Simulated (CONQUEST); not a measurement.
The system is SnSe.

```
CELL_PARAMETERS angstrom
4.19000 0.00000 0.00000
0.00000 4.46000 0.00000
0.00000 0.00000 11.42000
ATOMIC_POSITIONS crystal
Sn 0.75014 0.90992 0.87532
Sn 0.24558 0.41107 0.62557
Sn 0.74919 0.59463 0.37286
Sn 0.26253 0.08547 0.12656
Se 0.76315 0.98880 0.64479
Se 0.25954 0.48444 0.85588
Se 0.75453 0.50909 0.14295
Se 0.23136 0.01167 0.36049
```

The cell isn't the ideal one: atoms moved at random, drawn with an rms of 0.05 Å.

Base run:

```yaml
Program: CONQUEST 1.3
Functional: PBE
Potentials_or_basis: PseudoDojo NC PBE, DZP, grid cutoff 120 Ha
k_mesh: 6 × 6 × 3
Occupations: fermi-dirac, width 0.05 eV
Spin: no spin polarisation
```

Its results: band gap on the k mesh 0.62 eV, indirect (least direct gap 0.75 eV); pressure 4.3 GPa; largest force 0.923 eV/Å.

**Question.** The run is repeated on the same cell with these changes: potentials or basis from PseudoDojo NC PBE, DZP, grid cutoff 120 Ha to PseudoDojo NC PBE, SZ, grid cutoff 120 Ha. What comes out?

**Answer.** Band gap on the k mesh 0.73 eV, indirect (least direct gap 0.89 eV); pressure 10.6 GPa; largest force 2.094 eV/Å.

Caveats: spin-orbit coupling is left out, which moves the levels of the heavy elements; an odd mesh through Γ misses points on the zone boundary, where band edges often lie; the basis of atomic orbitals isn't converged, which shifts pressures, moduli and gaps; the atomic basis is small (some runs).
